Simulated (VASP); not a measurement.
Input of a VASP 6.6.1 run:

File INCAR:

```
PREC     = Accurate       # precision mode
ENCUT    = 600            # plane-wave cutoff, eV
EDIFF    = 1E-6           # SCF threshold, eV
ISMEAR   = 0              # smearing method
SIGMA    = 0.03           # smearing width, eV
LREAL    = F              # projectors in reciprocal space
LASPH    = T              # aspherical terms in the spheres
NELM     = 80             # most SCF steps
ALGO     = Normal         # electronic algorithm
ISIF     = 3              # what is computed and relaxed
LWAVE    = F              # write WAVECAR
LCHARG   = F              # write CHGCAR
GGA      = PS             # functional
IBRION   = 2              # ionic algorithm
NSW      = 90             # ionic steps
EDIFFG   = -0.01          # ionic threshold
```

Contents of KPOINTS:

```
regular mesh
0
Gamma
  8 8 8
```

Contents of POSCAR:

```
CdTe
1.0
    0.0000000000      3.2050000000      3.2050000000
    3.2050000000      0.0000000000      3.2050000000
    3.2050000000      3.2050000000      0.0000000000
Cd Te
1 1
Direct
    0.0000000000      0.0000000000      0.0000000000
    0.2500000000      0.2500000000      0.2500000000
```

Potentials or basis: VASP PAW PBE potentials, release 64 (Cd, Te).

Launch:

```bash
$ cat potpaw_PBE.64/Cd/POTCAR potpaw_PBE.64/Te/POTCAR > POTCAR
$ mpirun -np 1 vasp_std > vasp.out
```

(1) Estimate the relaxed cell.

(2) Predict the band gap on the k mesh.

(3) Predict the relaxed volume.

Answers

(1) a = 4.593 Å, b = 4.593 Å, c = 4.593 Å, α = 60.00°, β = 60.00°, γ = 60.00°.

(2) 0.64 eV, direct.

(3) 34.26 Å³/atom.

Caveat: the PAW data sets were made with another functional, which shifts forces and pressure a little; spin-orbit coupling is left out, which moves the levels of the heavy elements.
